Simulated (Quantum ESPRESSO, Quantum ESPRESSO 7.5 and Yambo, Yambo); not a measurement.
**How the form of the self-energy moves the gap of SiC (P6_3mc)**

Aim: compare treatments of exchange, screening and correlation for the gap of SiC (P6_3mc).

Program: Quantum ESPRESSO 7.5 and Yambo 5.3.0. Level of theory: PBE and many-body steps on it, plane waves. Results are calculated unless marked as measured.

**Experimental background.**

- Gap 3 eV: optical absorption onset, approximate; UV-Vis-NIR transmission; bulk crystal (400 micron semi-insulating 6H-SiC wafer) (“Effects of energetic ion irradiation on WSe2/SiC heterostructures”, 2017, pmc:5482891).

- Gap 3.03 eV: indirect gap, experimental literature value; quoted from earlier experiment; bulk crystal (quoted in “Charge spill-out and work function of few-layer graphene on SiC(0001)”, 2018, arxiv:1806.04908).

- Gap 3.02 eV: band gap at cryogenic temperature; bulk crystal (literature value) (quoted in “Silicon carbide diodes for neutron detection”, 2020, arxiv:2009.14696).

## Step 1: The starting structure

It takes space group P6_3mc (No. 186, hexagonal). The conventional cell has a = 3.077 Å, b = 3.077 Å, c = 15.098 Å, α = 90.00°, β = 90.00°, γ = 120.00°. Si has 4 C at 1.88 to 1.89 Å nearest. Nearest to Si lie 4 C at 1.88 to 1.89 Å. Nearest to Si lie 4 C at 1.89 Å. Nearest to C lie 4 Si at 1.88 to 1.89 Å. Nearest to C lie 4 Si at 1.89 Å. Farther neighbours are not listed.

The cell and positions are those that the Materials Project relaxed with its own functionals (PBE, PBE+U or r2SCAN), kept fixed.

## Step 2: Empty states on the mesh, 6×6×1 mesh, 540 bands

This step: Quantum ESPRESSO 7.5; DFT, PBE, plane waves, norm-conserving pseudopotentials.

The sums over transitions need many empty states on a uniform mesh; this step solves for them.

Contents of pw.in:

```
&control
  calculation = 'nscf'
  prefix = 'x'
  outdir = 'o'
  pseudo_dir = 'pseudo'
/
&system
  ibrav = 0
  nat = 12
  ntyp = 2
  ecutwfc = 74.0
  nbnd = 540
  force_symmorphic = .true.
/
&electrons
  conv_thr = 1e-9
  electron_maxstep = 80
  diago_full_acc = .true.
  diago_thr_init = 5e-6
/
ATOMIC_SPECIES
  Si 28.085 Si.upf
  C 12.011 C.upf
CELL_PARAMETERS angstrom
  3.0766210102 -0.0000000000 0.0000000000
  -1.5383105051 2.6644319527 0.0000000000
  0.0000000000 0.0000000000 15.0980843200
ATOMIC_POSITIONS crystal
  Si 0.3333333333 0.6666666667 0.8329861500
  Si 0.6666666667 0.3333333333 0.3329861500
  Si 0.6666666667 0.3333333333 0.6665006000
  Si 0.3333333333 0.6666666667 0.1665006000
  Si 0.0000000000 0.0000000000 0.4997294200
  Si 0.0000000000 0.0000000000 0.9997294200
  C 0.0000000000 0.0000000000 0.8743664100
  C 0.0000000000 0.0000000000 0.3743664100
  C 0.3333333333 0.6666666667 0.7079967800
  C 0.6666666667 0.3333333333 0.2079967800
  C 0.6666666667 0.3333333333 0.5415216400
  C 0.3333333333 0.6666666667 0.0415216400
K_POINTS automatic
  6 6 1 0 0 0
```

Launch:

```bash
$ OMP_NUM_THREADS=1 mpirun -n 4 pw.x -nk 4 -in pw.in > pw.out
```

What it wrote:

```text
Program PWSCF v.7.5 starts

     This program is part of the open-source Quantum ESPRESSO suite
     for quantum simulation of materials; please cite
         "P. Giannozzi et al., J. Phys.:Condens. Matter 21 395502 (2009);
         "P. Giannozzi et al., J. Phys.:Condens. Matter 29 465901 (2017);
         "P. Giannozzi et al., J. Chem. Phys. 152 154105 (2020);
     in publications or presentations arising from this work. More details at

     Atomic positions and unit cell read from directory:
     o/x.save/

     Message from routine setup:
[...]
32.3197  32.3797  33.0699  33.2579  33.4779  33.7163  33.7714  34.1070
     [... 56 further rows ...]
   144.0309 144.2933 144.4252 144.7993 145.0146 145.0799 145.2774 145.3429
   145.7397 145.7744 146.0091 146.0971

          k = 0.0000-0.5774 0.0000 (  9006 PWs)   bands (ev):

     [... further k-points ...]

     highest occupied, lowest unoccupied level (ev):     9.5842   11.6109

     XML data file, pseudopotentials, collected wavefunctions

=------------------------------------------------------------------------------=
   JOB DONE.
=------------------------------------------------------------------------------=
```

Wall time 3.2 min (4 MPI ranks of Arm Neoverse V1, shared host); peak memory 2 GiB.

Numbers from this step:

| Property | Result |
| --- | --- |
| gap | 2.027 eV |
| k of the valence top | 0, 0, 0 |
| k of the conduction bottom | 0, -0.5, 0 |
| least direct gap | 3.130 eV |
| k points computed | 7 |
| lowest point of the top converged band, above the valence top | 133.5747 eV |

On this mesh the gap is 2.027 eV.

The density comes from a self-consistent run that is not shown.

## Step 3: Conversion and set-up

This step: Yambo 5.3.0; conversion and set-up on PBE, plane waves, norm-conserving pseudopotentials.

The states are converted to the many-body program's format and the q mesh is built.

Launch:

```bash
$ (cd o/x.save; p2y > p2y.log; mv SAVE ../..); yambo > setup.log
```

What it wrote:

```text
 Yambo, version 5.3.0

 [02] CORE Variables Setup
 =========================

  [02.01] Unit cells
  ==================

  Cell kind             :  HCP
  Atoms in the cell     :  Si  C
  number of Si atoms    :   6
  number of C  atoms    :   6

  List of atomic masses
  Mass of Si    :  28.08500
  Mass of C     :  12.01100

  List of atomic coordinates    : [cc]
  Si1       : -0.29070E-09   3.3567       23.766      order 1
  Si2       :  2.906986  1.678349  9.500509  order 2
  Si3       :   2.90699   1.67835  19.01609  order 3
[...]
BZ  Q-points                                      :   36

 K/Q-points units:
 rlu = crystal or reduced units; cc = cartesian coordinates; iku = interal k-units

 Q [1]          [rlu]:  0.000000  0.000000  0.000000
 Q [2]          [rlu]: -0.48527E-17  0.16667       0.0000
 Q [3]          [rlu]: -0.97055E-17  0.33333       0.0000
 Q [4]          [rlu]:  0.14558E-16 -0.50000       0.0000
 Q [5]          [rlu]:  0.166667  0.166667  0.000000
 Q [6]          [rlu]:  0.166667  0.333333  0.000000
 Q [7]          [rlu]:  0.333333  0.333333  0.000000

  [03.01] X indexes
  =================

   [03.01.01] Sigma indexes
   ========================

 [06] Game Over & Game summary
```

The job ended after 2.8 s (1 MPI rank; peak memory 0.24 GiB).

## Step 4: G0W0, Godby-Needs plasmon pole

G0W0 replaces the xc potential by the self-energy, built once from these orbitals. Only a window of levels is corrected, while the sums run over the empty bands that the input names.

This step: G0W0 on PBE, plane waves, norm-conserving pseudopotentials.

Contents of gw2.in:

```
HF_and_locXC
gw0
dyson
ppa
em1d
rim_cut
RandQpts= 1000000
RandGvec= 1 RL
EXXRLvcs= 74 Ry
VXCRLvcs= 296 Ry
Chimod= "HARTREE"
% BndsRnXp
 1 | 234 |
%
NGsBlkXp= 10 Ry
% LongDrXp
 1 | 1 | 1 |
%
% GbndRnge
 1 | 234 |
%
DysSolver= "n"
ExtendOut
PPAPntXp= 27.21138 eV
% QPkrange
 1 | 1 | 23 | 26 |
 4 | 4 | 23 | 26 |
%
```

Launch:

```bash
$ OMP_NUM_THREADS=1 mpirun -n 4 yambo -F gw2.in -J gw2 -C gw2 > gw2.log
```

What it wrote:

```text
 Yambo, version 5.3.0

 [02] CORE Variables Setup
 =========================

  [... cell, symmetries and grids as in the set-up ...]

  [02.05] Energies & Occupations
  ==============================

  [X] === General ===
  [X] Electronic Temperature                        :  0.000000  0.000000 [eV K]
  [X] Bosonic    Temperature                        :  0.000000  0.000000 [eV K]
  [X] Finite Temperature mode                       : no
  [X] El. density                                   :  0.38783E+24 [cm-3]
  [X] Fermi Level                                   :  9.584179 [eV]

  [X] === Gaps and Widths ===
  [X] Conduction Band Min                           :  2.026692 [eV]
  [X] Valence Band Max                              :  0.000000 [eV]
  [X] Filled Bands                                  :  24
  [X] Empty Bands                                   :    25   540
  [X] Direct Gap                                    :  3.130175 [eV]
  [X] Direct Gap localized at k                     :   4
  [X] Indirect Gap                                  :  2.026692 [eV]
  [X] Indirect Gap between kpts                     :   1   4
  [X] Last valence band width                       :  2.077149 [eV]
  [X] 1st conduction band width                     :  3.176042 [eV]

 [03] Transferred momenta grid and indexing
 ==========================================

 IBZ Q-points                                      :   7
 BZ  Q-points                                      :   36

 K/Q-points units:
 rlu = crystal or reduced units; cc = cartesian coordinates; iku = interal k-units

 Q [1]          [rlu]:  0.000000  0.000000  0.000000
 Q [2]          [rlu]: -0.48527E-17  0.16667       0.0000
 Q [3]          [rlu]: -0.97055E-17  0.33333       0.0000
 Q [4]          [rlu]:  0.14558E-16 -0.50000       0.0000
 Q [5]          [rlu]:  0.166667  0.166667  0.000000
 Q [6]          [rlu]:  0.166667  0.333333  0.000000
 Q [7]          [rlu]:  0.333333  0.333333  0.000000

 [04] Coloumb potential Random Integration (RIM)
 ===============================================

  [04.01] RIM initialization
  ==========================

  * Diagonal components only detected *

  8 x (sBL volume)        :  0.065998 [a.u.]
  sBZ random points       :  1000000
  Points outside the sBZ  :   7993074
  RL volume               :  0.296990 [a.u.]
  Integrated volume       :  0.297248 [a.u.]

  [04.02] RIM integrals
  =====================

  Gamma point sphere radius             :  0.073304 [a.u.]
  Points outside the sphere             :   799493
  [Int_sBZ(q=0) 1/q^2]*(Vol_sBZ)^(-1/3) =:  7.699798
                                 should be <:  7.795600

  Summary of Coulomb integrals for non-metallic bands |Q|[au] RIM/Bare

  Q [1] 0.100000E-4 0.987711 * Q [2] 0.207982 1.035310
  Q [5] 0.360235 1.014559 * Q [3] 0.415963 1.011306
  Q [6] 0.550268 1.006880 * Q [4] 0.623945 1.006041
  Q [7] 0.720470 1.004345

 [05] Dipoles
 ============

  [05.01] Setup: observables and procedures
  =========================================

  [WARNING] [x,Vnl] slows the Dipoles computation. To neglect it rename the ns.kb_pp file

 [06] Dynamic Dielectric Matrix (PPA)
 ====================================

 [WR./gw2//ndb.pp]---------------------------------------------------------------
  Brillouin Zone Q/K grids (IBZ/BZ)                :    7   36    7   36
  RL vectors                                       :  11311 [WF]
  Coulomb cutoff potential                         : none
  Electronic Temperature                           :  0.000000 [K]
  Bosonic    Temperature                           :  0.000000 [K]
  PPA    diel. fun.  energies                      : Perdew, Burke & Ernzerhof(X)+Perdew, Burke & Ernzerhof(C)
  wavefunctions                                    : Perdew, Burke & Ernzerhof(X)+Perdew, Burke & Ernzerhof(C)
  Global Gauge                                     : length
  X matrix size                                    :   431
  X band range                                     :    1  234
  X e/h energy range                               : -1.000000 -1.000000 [eV]
  X Time ordering                                  : R
  X Hxc Kernel                                     : HARTREE
  X Drude frequency                                :  0.000000  0.000000
  X poles                                          :  100.0000 [o/o]
  RL vectors in the sum                            :  11311
  [r,Vnl] included                                 : yes
  Field direction                                  :  0.577350E-5  0.577350E-5  0.577350E-5
  BZ energy Double Grid                            : no
  BZ energy DbGd points                            : 0
  BZ Q point size factor                           : -1.000000
  X Optical Averaged directions                    : none

 [07] Local Exchange-Correlation + Non-Local Fock
 ================================================

 [VXC] Plane waves :   71833
 [EXS] Plane waves :   8953

 QP @ state[ 1 ] K range:  1  1
 QP @ state[ 1 ] b range:  23  26
 QP @ state[ 2 ] K range:   4   4
 QP @ state[ 2 ] b range:  23  26

 [xc] Functional : Perdew, Burke & Ernzerhof(X)+Perdew, Burke & Ernzerhof(C)
 [xc] LIBXC used to calculate xc functional
  PP Number of Atomic Species                      :  2
  NLCC RL compoments                               :   71833
  PP Number of Atomic Species                      :  2
  NLCC RL compoments                               :   71833

 [xc] E_xc :  -18.29600 [Ha]
      E_xc :  -36.59200 [Ry]

  Local XC kind (lXC) : Perdew, Burke & Ernzerhof(X)+Perdew, Burke & Ernzerhof(C)
  Non-Local XC kind (nlXC) : Hartree-Fock

  Corrections @ K [1] :  [eV]
 <23|nlXC|23> = -17.34182 -0.10097E-16 <23|lXC|23> = -14.96888 -0.47204E-16
 <24|nlXC|24> = -17.34181 -0.10519E-16 <24|lXC|24> = -14.96888  0.000000
 <25|nlXC|25> = -6.945472 -0.43674E-19 <25|lXC|25> = -12.15702 -0.18882E-15
 <26|nlXC|26> = -6.854570  0.11408E-17 <26|lXC|26> = -12.10217 -0.23602E-16

  Corrections @ K [4] :  [eV]
 <23|nlXC|23> = -16.73341 -0.53488E-17 <23|lXC|23> = -13.92450  0.11801E-16
 <24|nlXC|24> = -17.35488  0.55639E-18 <24|lXC|24> = -14.51596 -0.44254E-16
 <25|nlXC|25> = -6.778437 -0.42343E-17 <25|lXC|25> = -10.94428  0.11801E-16
 <26|nlXC|26> = -6.514522  0.55408E-18 <26|lXC|26> = -10.78955  0.32453E-16

 [08] Dyson equation: Newton solver
 ==================================

  [08.01] G0W0 (W PPA)
  ====================

  [  GW  ] Bands range     :    1  234
  [GW/PPA] G damping       :  0.100000 [eV]

  QP @ state[ 1 ] K range:  1  1
  QP @ state[ 1 ] b range:  23  26
  QP @ state[ 2 ] K range:   4   4
  QP @ state[ 2 ] b range:  23  26

   Sc/G bands                                       :    1  234
   Sc/G damping                                     :  0.100000 ev
   Sc bands terminator                              : no
   Sx RL components                                 :   8953

   QP @ state[ 1 ] K range                          :  1  1
   QP @ state[ 1 ] b range                          :  23  26
   QP @ state[ 2 ] K range                          :   4   4
   QP @ state[ 2 ] b range                          :  23  26
   GF energies kind                                 : Perdew, Burke & Ernzerhof(X)+Perdew, Burke & Ernzerhof(C)
   GF WF`s kind                                     : Perdew, Burke & Ernzerhof(X)+Perdew, Burke & Ernzerhof(C)
   Xs energies kind                                 : Perdew, Burke & Ernzerhof(X)+Perdew, Burke & Ernzerhof(C)
   Xs WF`s kind                                     : Perdew, Burke & Ernzerhof(X)+Perdew, Burke & Ernzerhof(C)

 [11] Game Over & Game summary
```

It took 8.8 min on 4 MPI ranks; peak memory 2.6 GiB; 35 min of CPU time.

This step gave:

```
G0W0 gap on the points computed              : 2.633 eV
starting gap on the mesh                     : 2.027 eV
k of the valence top                         : 0, 0, 0
k of the conduction bottom                   : 0, -0.5, 0
least direct G0W0 gap on the computed points : 3.896 eV
Z at the valence top                         : 0.8008
Z at the conduction bottom                   : 0.8234
```

The gap on the mesh goes from 2.03 eV to 2.63 eV, a correction of +0.61 eV.

[end of part 1 of 2]

[Paths, hosts, dates, memory and timing lines, banners, echoed tables and standing remarks are left out of the program output.]

[Logs are printed without paths, hosts, clocks, repeated set-up lines and the standing remarks that a program may print on its own settings, such as how far it seeks lower states.]

[Runs of the session that timed out or met a known fault of the program may be left out.]

[Hosts, paths, dates, database ids (printed as entryN), source tags and the programs' standing remarks are cut or masked in the printed files.]
